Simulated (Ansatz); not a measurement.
# Ir (P6_3/mmc) in Ansatz: further runs

Runs on Ir. Level: PBE. Tasks: relaxation of cell and atoms.

Everything below comes from runs of Ansatz 0.2.0. Logs are shortened: lines on timing, memory, paths and dates and some standing lists are left out, and cuts for length are marked.

## 1. Starting point

The structure is hexagonal, space group P6_3/mmc (No. 194). The conventional cell has a = 2.751 Å, b = 2.751 Å, c = 4.462 Å, α = 90.00°, β = 90.00°, γ = 120.00°. Around Ir (site symmetry -6m2) lie 12 Ir at 2.74 to 2.75 Å.

This isn't the form of Ir at room conditions, which is fcc.

## 2. Relaxation of cell and atoms, PBE, target pressure 20 GPa, at which the enthalpy is minimised

Input file input.yaml:

```yaml
crystal:
  lattice:
    - [2.7513778946, 0.0, 0.0]
    - [-1.3756889473, 2.3827631521, 0.0]
    - [0.0, 0.0, 4.46229]
  atoms:
    - { symbol: Ir, position: [0.3333333333, 0.6666666667, 0.25] }
    - { symbol: Ir, position: [0.6666666667, 0.3333333333, 0.75] }
hamiltonian:
  xc: pbe
  pseudopotentials: { kind: paw }
kpoints:
  mp_grid: { grid: [11, 11, 6] }
scf:
  occupations: { method: fermi_dirac, width: 0.05 }
output:
  forces: true
  stress: true
  eigenvalues: true
relax:
  f_tol: 0.01
  max_steps: 40
  cell: { stress_tol: 0.05, p_target: 20.0 }
```

Potentials or basis: Ansatz PAW.

On the command line:

```console
$ ansatz run input.yaml --threads 2 --pin off --max-ram 5632MiB --backend cpu --events-out ev --progress --plain --runs-dir out
```

Output:

```text
Warning: RAYON_NUM_THREADS=2 ignored (pool sized by the plan → 2); use --threads N
Engine: ansatz 0.2.0, aarch64-unknown-linux-gnu
Pseudopotentials: kind: paw
Pseudopotential: Ir, paw, valence charge 17, recommended cutoff 420 eV (normal), Ir.paw.azcp
Functional definition: PBE
  parameter kappa = 0.804
  parameter beta = 0.06672455060314922
  exchange = pbe_x(kappa = kappa, mu = beta*pi^2/3)
  correlation = pbe_c(beta = beta)
Crystal: 2 atoms, lattice volume = 29.254 Å³
Basis set: ecut = 420 eV, 573 PW (Γ), exchange–correlation on 40×40×60 points (8 copies of the dense FFT grid, shifted against one another)
Bands: 21, of which v1, the nominal top of the filled ones, is band 17 counted from 1 (16 counted from 0)
Symmetry: 24 space group operations
Space group: P63/mmc (ITA 194), of the structure as read, at distance tolerance 3.1e-5 Å
k-points: 64 of 726
Non-local potential: Ir, projectors of the file, l = 0: 3, l = 1: 2, l = 2: 2, l = 3: 1
PAW form: soft (Blöchl's): semilocal exchange-correlation on the pseudo side does not see the compensation charge
PAW one-centre angular grid: Ir, 590 points (default); XC on 64 Gauss nodes
Initial density: superposition of atomic densities (neutral atoms: chi_scale 0, normalization atom), corrected by the library's trained network
Initial wavefunctions: pseudopotential atomic-orbital guess
Functional: x = pbe(κ = 0.804, μ = 0.2195149727645171), c = pbe(β = 0.06672455060314922)
SCF iter   1: F=—  HF=-23870.448175 eV  |F-HF|=—  |Δ(HF+E_count)|=         —  Δρ=9.11e-3  dr2=7.78e-3  ethr=1.77e-3  ⟨swp⟩=4.8  Hψ=5261  notcnv=0
preconditioner: auto → none  [metal: Δε(μ)=0.011 eV  Ē_g=7.746 eV  σ=0.050 eV  W_gap=0.05  n_scr=8 (ndim 8)  ℏωp=29.1 eV  f_vac=0.000  D(μ)=3.20/eV (n_scr^D=36)  sad-step TF]
SCF iter   2: F=—  HF=-23870.451820 eV  |F-HF|=—  |Δ(HF+E_count)|=   3.65e-3  Δρ=5.29e-3  dr2=2.76e-3  ethr=2.29e-5  ⟨swp⟩=2.3  Hψ=2261  notcnv=0
SCF iter   3: F=—  HF=-23870.453358 eV  |F-HF|=—  |Δ(HF+E_count)|=   1.54e-3  Δρ=2.90e-4  dr2=7.96e-6  ethr=8.11e-6  ⟨swp⟩=2.0  Hψ=1926  notcnv=0
SCF iter   4: F=—  HF=-23870.453387 eV  |F-HF|=—  |Δ(HF+E_count)|=   2.96e-5  Δρ=4.43e-5  dr2=3.75e-7  ethr=2.34e-8  ⟨swp⟩=2.0  Hψ=1960  notcnv=0
iter 5 did not close the SCF: its close was put off for the readings that it lacked (scf_convergence_deferred on its scf_iter line)
SCF iter   5: F=-23870.453387 eV  HF=-23870.453387 eV  |F-HF|=1.10e-8  |Δ(HF+E_count)|=   9.71e-8  Δρ=1.06e-5  dr2=1.89e-8  ethr=1.10e-9  ⟨swp⟩=2.0  Hψ=2195  notcnv=0
SCF iter   6: F=-23870.453387 eV  HF=-23870.453387 eV  |F-HF|=3.27e-11  |Δ(HF+E_count)|=   5.06e-9  Δρ=1.70e-6  dr2=2.02e-10  ethr=5.55e-11  ⟨swp⟩=2.0  Hψ=4118  notcnv=0
SCF 1 converged in 6 iterations: F = -23870.453387 eV  dr2 = 2.02e-10
relax step   1: F+E_penalty+E_count = -23870.45338737 eV  Δ(F+E_penalty+E_count) = +0.000e0 eV  max|allowed force component| = 9.714e-17 eV/Å  Δτ_max = 0.0000 Å  P = -1.305 GPa  Ω = 29.254 Å³  (6 SCF iters, dr2 threshold 1.00e-7 eV, accepted)
Crystal: 2 atoms, lattice volume = 25.188 Å³
Basis set: ecut = 420 eV, 525 PW (Γ), exchange–correlation on 40×40×60 points (8 copies of the dense FFT grid, shifted against one another)
Initial density: handed on by an earlier stage of this run
Initial wavefunctions: those handed on with the density
iter 1 solved again at ethr=1.04e-5 eV; its pass at ethr=3.10e-3 eV (dr2=3.52e-3 eV) is discarded
SCF iter   1: F=—  HF=-23869.683589 eV  |F-HF|=—  |Δ(HF+E_count)|=         —  Δρ=5.70e-3  dr2=3.46e-3  ethr=1.04e-5  ⟨swp⟩=2.2  Hψ=8155  notcnv=0
preconditioner: auto → none  [metal: Δε(μ)=0.025 eV  Ē_g=9.323 eV  σ=0.050 eV  W_gap=0.12  n_scr=8 (ndim 8)  ℏωp=31.4 eV  f_vac=0.000  D(μ)=2.62/eV (n_scr^D=34)]
SCF iter   2: F=—  HF=-23869.684240 eV  |F-HF|=—  |Δ(HF+E_count)|=   6.52e-4  Δρ=2.72e-3  dr2=5.58e-4  ethr=1.02e-5  ⟨swp⟩=2.5  Hψ=1934  notcnv=0
SCF iter   3: F=—  HF=-23869.684686 eV  |F-HF|=—  |Δ(HF+E_count)|=   4.46e-4  Δρ=3.75e-4  dr2=2.22e-5  ethr=1.64e-6  ⟨swp⟩=1.5  Hψ=1623  notcnv=0
SCF iter   4: F=—  HF=-23869.684702 eV  |F-HF|=—  |Δ(HF+E_count)|=   1.65e-5  Δρ=4.40e-5  dr2=1.40e-7  ethr=6.54e-8  ⟨swp⟩=2.5  Hψ=2248  notcnv=0
[... 62 lines left out ...]
iter 2 did not close the SCF: its close was put off for the readings that it lacked (scf_convergence_deferred on its scf_iter line)
SCF iter   2: F=-23870.367864 eV  HF=-23870.367864 eV  |F-HF|=1.38e-10  |Δ(HF+E_count)|=   2.43e-5  Δρ=2.45e-6  dr2=5.11e-10  ethr=9.39e-12  ⟨swp⟩=2.2  Hψ=2140  notcnv=0
iter 3 did not close the SCF: its close was put off for the readings that it lacked (scf_convergence_deferred on its scf_iter line)
SCF iter   3: F=-23870.367864 eV  HF=-23870.367864 eV  |F-HF|=1.09e-11  |Δ(HF+E_count)|=  1.78e-10  Δρ=3.20e-7  dr2=1.27e-11  ethr=1.50e-12  ⟨swp⟩=1.6  Hψ=1481  notcnv=0
iter 4 did not close the SCF: its close was put off for the readings that it lacked (scf_convergence_deferred on its scf_iter line)
SCF iter   4: F=-23870.367864 eV  HF=-23870.367864 eV  |F-HF|=3.64e-12  |Δ(HF+E_count)|=    0.00e0  Δρ=6.81e-8  dr2=2.91e-13  ethr=1.00e-12  ⟨swp⟩=1.0  Hψ=1344  notcnv=0
iter 5 did not close the SCF: its close was put off for the readings that it lacked (scf_convergence_deferred on its scf_iter line)
SCF iter   5: F=-23870.367864 eV  HF=-23870.367864 eV  |F-HF|=3.64e-12  |Δ(HF+E_count)|=  3.64e-12  Δρ=8.35e-9  dr2=1.24e-14  ethr=1.00e-12  ⟨swp⟩=1.0  Hψ=1344  notcnv=0
SCF iter   6: F=-23870.367864 eV  HF=-23870.367864 eV  |F-HF|=0.00e0  |Δ(HF+E_count)|=    0.00e0  Δρ=1.48e-9  dr2=3.72e-16  ethr=1.00e-12  ⟨swp⟩=1.0  Hψ=2944  notcnv=0
SCF 7 converged in 6 iterations: F = -23870.367864 eV  dr2 = 3.72e-16
relax step   7: F+E_penalty+E_count = -23870.36786447 eV  Δ(F+E_penalty+E_count) = -3.753e-4 eV  max|allowed force component| = 1.295e-16 eV/Å  Δτ_max = 0.0000 Å  P = +20.000 GPa  Ω = 27.692 Å³  energy of the carried Pulay correction = -1.797e-6 eV  (6 SCF iters, dr2 threshold 7.49e-9 eV, accepted)
iter 1 solved again at ethr=5.58e-9 eV; its pass at ethr=3.10e-3 eV (dr2=1.90e-6 eV) is discarded
SCF iter   1: F=—  HF=-23870.367842 eV  |F-HF|=—  |Δ(HF+E_count)|=         —  Δρ=7.57e-7  dr2=4.12e-11  ethr=5.58e-9  ⟨swp⟩=3.7  Hψ=9499  notcnv=0
iter 2 did not close the SCF: its close was put off for the readings that it lacked (scf_convergence_deferred on its scf_iter line)
SCF iter   2: F=-23870.367866 eV  HF=-23870.367866 eV  |F-HF|=3.64e-12  |Δ(HF+E_count)|=   2.43e-5  Δρ=4.10e-7  dr2=1.57e-11  ethr=1.00e-12  ⟨swp⟩=2.9  Hψ=2901  notcnv=0
iter 3 did not close the SCF: its close was put off for the readings that it lacked (scf_convergence_deferred on its scf_iter line)
SCF iter   3: F=-23870.367866 eV  HF=-23870.367866 eV  |F-HF|=1.46e-11  |Δ(HF+E_count)|=    0.00e0  Δρ=2.56e-7  dr2=4.30e-12  ethr=1.00e-12  ⟨swp⟩=1.0  Hψ=1344  notcnv=0
iter 4 did not close the SCF: its close was put off for the readings that it lacked (scf_convergence_deferred on its scf_iter line)
SCF iter   4: F=-23870.367866 eV  HF=-23870.367866 eV  |F-HF|=1.09e-11  |Δ(HF+E_count)|=  7.28e-12  Δρ=2.95e-8  dr2=9.06e-14  ethr=1.00e-12  ⟨swp⟩=1.0  Hψ=1344  notcnv=0
iter 5 did not close the SCF: its close was put off for the readings that it lacked (scf_convergence_deferred on its scf_iter line)
SCF iter   5: F=-23870.367866 eV  HF=-23870.367866 eV  |F-HF|=2.55e-11  |Δ(HF+E_count)|=  1.46e-11  Δρ=1.64e-8  dr2=2.74e-14  ethr=1.00e-12  ⟨swp⟩=1.0  Hψ=1344  notcnv=0
SCF iter   6: F=-23870.367866 eV  HF=-23870.367866 eV  |F-HF|=7.28e-12  |Δ(HF+E_count)|=  3.64e-12  Δρ=5.91e-9  dr2=4.25e-15  ethr=1.00e-12  ⟨swp⟩=2.0  Hψ=3546  notcnv=0
SCF 8 converged in 6 iterations: F = -23870.367866 eV  dr2 = 4.25e-15
relax step   8: F+E_penalty+E_count = -23870.36786633 eV  Δ(F+E_penalty+E_count) = -1.855e-6 eV  max|allowed force component| = 1.064e-16 eV/Å  Δτ_max = 0.0000 Å  P = +20.000 GPa  Ω = 27.692 Å³  stress off target by 1.20e-3 GPa  SCF on the basis re-selected at this cell (its energy is not comparable with the rows above)  (6 SCF iters)
basis re-selected at this cell: Δ(F+E_penalty+E_count) = -1.855e-6 eV, ΔP = -0.000 GPa vs the last step (what re-selecting the basis moved, of the pressure what is left beyond the Pulay correction that the steps carried, after the strain that the cell walked since its last selection, with what the two solves' SCF thresholds leave and, on support functions, any second-order correction that the steps lacked; it is no measure of the basis error at this ecutwfc). This SCF's stress stands 1.20e-3 GPa from its target on what of the cell is left free (relax.cell.stress_tol is 5.00e-2 GPa) and its largest allowed force component is 1.06e-16 eV/Å (relax.f_tol is 1.00e-2 eV/Å): within both
SCF converged after 6 iterations
Free energy (F): -23870.367866 eV
Harris-Foulkes:  -23870.367866 eV  (|F-HF|=7.28e-12)
Internal energy: -23870.344493 eV  (E = F + TS)
E sigma→0 (E₀):  -23870.356180 eV
Entropy (-TS):   -0.023373 eV (-11.687 meV/atom)
Fermi energy:    26.641931 eV
--- Per-component energies (eV) ---
  E_band       = -143.635668
  E_kinetic    = 1249.550995
  E_local      = -2078.810711  (includes V_loc(G=0)·N_el)
  E_nonlocal   = 145.400408
  E_hartree    = 803.186095
  E_xc         = -537.294890
  E_vxc        = -602.041375  (∫ρ·V_xc dr)
  E_paw        = -18447.128632  (= ΣΔE_a)
  E_vpaw       = -464.107284  (= ΣTr[D̂ρ^β])
  E_aug_tail   = 0.000107  (compensation charges beyond the density's cutoff)
  E_ewald      = -5005.247865
  E_smearing   = -0.023373  (= −TS)
  E_closure    = -0.000000  (closes the sum)
  Σ components = -23870.367866   (vs F -23870.367866, Δ=0.00e0)
--- Forces (eV/Å), atoms counted from 1 ---
  atom   1  Ir     0.00000000     0.00000000     0.00000000
  atom   2  Ir    -0.00000000    -0.00000000    -0.00000000
  max |Σ_I F_I| component: 2.78e-17 eV/Å
--- Stress (GPa, compression-positive) ---
       19.999347       0.000000      -0.000000
        0.000000      19.999347      -0.000000
       -0.000000      -0.000000      20.001196
  P = ⅓ Tr σ = 20.0000 GPa (200.000 kbar)
--- Band table (eV; the first three rows and the last of 64) ---
  k-point 0: bands = ["-66.3893", "-66.3137", "-23.7292", "-22.9729", "-22.9729", "-22.8616", "-22.8484", "-22.8484", "15.1758", "18.2166", "22.5540", "22.6602", "22.6602", "23.3462", "23.3462", "24.1790", "24.1790", "25.7547", "26.9388", "26.9388", "33.9492"]
  k-point 1: bands = ["-66.3842", "-66.3188", "-23.6735", "-22.9646", "-22.9646", "-22.9222", "-22.8568", "-22.8568", "15.4957", "18.2368", "22.4064", "22.5354", "22.5354", "23.1830", "23.1830", "24.5574", "24.5574", "24.6960", "26.9254", "26.9254", "35.4585"]
  k-point 2: bands = ["-66.3705", "-66.3327", "-23.5195", "-23.0860", "-22.9419", "-22.9419", "-22.8797", "-22.8797", "16.3697", "18.1274", "22.0983", "22.4298", "22.4298", "22.8351", "22.8351", "22.9664", "25.3544", "25.3544", "26.7271", "26.7271", "38.5656"]
  k-point 63: bands = ["-66.2989", "-66.2989", "-23.5565", "-23.5565", "-23.3305", "-23.3305", "-23.0191", "-23.0191", "19.9153", "19.9153", "21.0958", "21.0958", "22.3321", "22.3321", "24.2382", "24.2382", "27.0472", "27.0472", "33.2400", "33.2400", "34.8066"]
--- Relaxed structure (6 steps of the walk, 5 accepted, 2 SCFs on fresh bases) ---
  F+E_penalty+E_count = -23870.36786633 eV   max|allowed force component| = 1.064e-16 eV/Å   (the final SCF, on the basis selected at the relaxed cell)
  cell:  # Å, volume = 27.6922 Å³
    - [2.7012436506755937, -4.478472050446476e-37, 0.0]
    - [-1.3506218253377968, 2.339345623296482, 0.0]
    - [0.0, 0.0, 4.382273960431484]
  atoms:
    - { symbol: Ir, position: [0.33333333333333326, 0.6666666666666665, 0.25] }
    - { symbol: Ir, position: [0.6666666666666666, 0.33333333333333326, 0.7500000000000001] }
```

Wall time 9 s (2 threads of Arm Neoverse V1, shared host); peak memory 0.32 GiB.

What came out:

```yaml
Free_energy: -23870.3679 eV
Relaxed_volume: 13.85 Å³/atom
Relaxed_cell: a = 2.701 Å, b = 2.701 Å, c = 4.382 Å, α = 90.00°, β = 90.00°, γ = 120.00°
Space_group_after_relaxing_to_0.05_Å: P6_3/mmc (No. 194)
Energy_change_on_relaxing_the_enthalpy_is_what_falls: +42.8 meV/atom
Ionic_steps: 7
Pressure_after_relaxing: 20.0 GPa
Band_gap_on_the_k_mesh: none (metal or under the smearing width)
```

The path:
| step | energy change (eV) | largest force (eV/Å) | volume (Å³) |
| --- | --- | --- | --- |
| 1 | 0.0000 | 0.0000 | 29.25 |
| 2 | 0.0559 | 0.0000 | 27.95 |
| 3 | 0.0885 | 0.0000 | 27.66 |
| 4 | 0.0848 | 0.0000 | 27.69 |
| 5 | 0.0859 | 0.0000 | 27.69 |
| 6 | 0.0855 | 0.0000 | 27.69 |
| 7 | 0.0855 | 0.0000 | 27.69 |

Final structure:
```cif
data_structure
_symmetry_space_group_name_H-M 'P 1'
_symmetry_Int_Tables_number 1
_cell_length_a 2.7012
_cell_length_b 2.7012
_cell_length_c 4.3823
_cell_angle_alpha 90.000
_cell_angle_beta 90.000
_cell_angle_gamma 120.000
_cell_volume 27.69
loop_
_atom_site_label
_atom_site_type_symbol
_atom_site_fract_x
_atom_site_fract_y
_atom_site_fract_z
_atom_site_occupancy
Ir1 Ir 0.33333 0.66667 0.25000 1
Ir2 Ir 0.66667 0.33333 0.75000 1
```

Levels at points of the mesh, in eV from the Fermi level:
```csv
k point,band 14,band 15,band 16,band 17,band 18,band 19,band 20,band 21
"(0.00, 0.00, 0.00)",-3.30,-3.30,-2.46,-2.46,-0.89,0.30,0.30,7.31
"(0.00, 0.00, -0.50)",-4.11,-4.11,-4.11,-0.47,-0.47,-0.47,-0.47,13.14
```

Caveat: the plane-wave basis is chosen anew once the cell has moved, so the energies of steps on either side of that aren't comparable.

## 3. Relaxation of cell and atoms, PBE, target pressure 30 GPa, at which the enthalpy is minimised

input.yaml: that of step 2 with these lines changed.

```diff
@@ -22,2 +22,2 @@
   max_steps: 40
-  cell: { stress_tol: 0.05, p_target: 20.0 }
+  cell: { stress_tol: 0.05, p_target: 30.0 }
```

Potentials or basis: Ansatz PAW.

On the command line:

```console
$ ansatz run input.yaml --threads 2 --pin off --max-ram 5632MiB --backend cpu --events-out ev --progress --plain --runs-dir out
```

Output:

```text
Warning: RAYON_NUM_THREADS=2 ignored (pool sized by the plan → 2); use --threads N
[... 8 set-up lines as earlier in the session ...]
Crystal: 2 atoms, lattice volume = 29.254 Å³
Basis set: ecut = 420 eV, 573 PW (Γ), exchange–correlation on 40×40×60 points (8 copies of the dense FFT grid, shifted against one another)
Bands: 21, of which v1, the nominal top of the filled ones, is band 17 counted from 1 (16 counted from 0)
[... 1 set-up line as earlier in the session ...]
[... 147 lines left out ...]
       -0.000000      -0.000000      30.000554
  P = ⅓ Tr σ = 30.0003 GPa (300.003 kbar)
--- Band table (eV; the first three rows and the last of 64) ---
  k-point 0: bands = ["-65.7363", "-65.6529", "-23.1198", "-22.3053", "-22.3053", "-22.1847", "-22.1720", "-22.1720", "15.6621", "18.6991", "23.1337", "23.2464", "23.2464", "23.9564", "23.9564", "24.8237", "24.8237", "26.4195", "27.6714", "27.6714", "34.8743"]
  k-point 1: bands = ["-65.7308", "-65.6585", "-23.0599", "-22.2964", "-22.2964", "-22.2503", "-22.1810", "-22.1810", "15.9892", "18.7248", "22.9815", "23.1191", "23.1191", "23.7880", "23.7880", "25.2134", "25.2134", "25.3501", "27.6594", "27.6594", "36.3899"]
  k-point 2: bands = ["-65.7156", "-65.6738", "-22.8942", "-22.4271", "-22.2721", "-22.2721", "-22.2055", "-22.2055", "16.8804", "18.6323", "22.6659", "23.0115", "23.0115", "23.4293", "23.4293", "23.5822", "26.0367", "26.0367", "27.4569", "27.4569", "39.5107"]
  k-point 63: bands = ["-65.6363", "-65.6363", "-22.9353", "-22.9353", "-22.6927", "-22.6927", "-22.3547", "-22.3547", "20.4284", "20.4284", "21.6371", "21.6371", "22.9213", "22.9213", "24.8743", "24.8743", "27.7857", "27.7857", "34.1102", "34.1102", "35.7361"]
--- Relaxed structure (6 steps of the walk, 5 accepted, 2 SCFs on fresh bases) ---
  F+E_penalty+E_count = -23870.27636245 eV   max|allowed force component| = 1.342e-16 eV/Å   (the final SCF, on the basis selected at the relaxed cell)
  cell:  # Å, volume = 27.1035 Å³
    - [2.681461317760163, -4.583716143631967e-34, 0.0]
    - [-1.3407306588800816, 2.3222136204455985, 0.0]
    - [0.0, 0.0, 4.352626647232932]
  atoms:
    - { symbol: Ir, position: [0.33333333333333326, 0.6666666666666665, 0.24999999999999997] }
    - { symbol: Ir, position: [0.6666666666666665, 0.33333333333333326, 0.75] }
```

It took 9.2 s on 2 threads of Arm Neoverse V1, shared host; peak memory 0.32 GiB.

Results:

```yaml
Free_energy: -23870.2764 eV
Relaxed_volume: 13.55 Å³/atom
Relaxed_cell: a = 2.681 Å, b = 2.681 Å, c = 4.353 Å, α = 90.00°, β = 90.00°, γ = 120.00°
Space_group_after_relaxing_to_0.05_Å: P6_3/mmc (No. 194)
Energy_change_on_relaxing_the_enthalpy_is_what_falls: +88.5 meV/atom
Ionic_steps: 7
Pressure_after_relaxing: 30.0 GPa
Band_gap_on_the_k_mesh: none (metal or under the smearing width)
```

The path:
```
step  energy change (eV)  largest force (eV/Å)  volume (Å³)
   1              0.0000                0.0000        29.25
   2              0.1295                0.0000        27.37
   3              0.1839                0.0000        27.06
   4              0.1760                0.0000        27.10
   5              0.1777                0.0000        27.10
   6              0.1770                0.0000        27.10
   7              0.1770                0.0000        27.10
```

Final structure:
```yaml
crystal:
  lattice:
    - [2.68146, 0.00000, 0.00000]
    - [-1.34073, 2.32221, 0.00000]
    - [0.00000, 0.00000, 4.35263]
  atoms:
    - { symbol: Ir, position: [0.33333, 0.66667, 0.25000] }
    - { symbol: Ir, position: [0.66667, 0.33333, 0.75000] }
```

Caveat: the plane-wave basis is chosen anew once the cell has moved, so the energies of steps on either side of that aren't comparable. Spin-orbit coupling is left out, which matters for the levels of Ir.
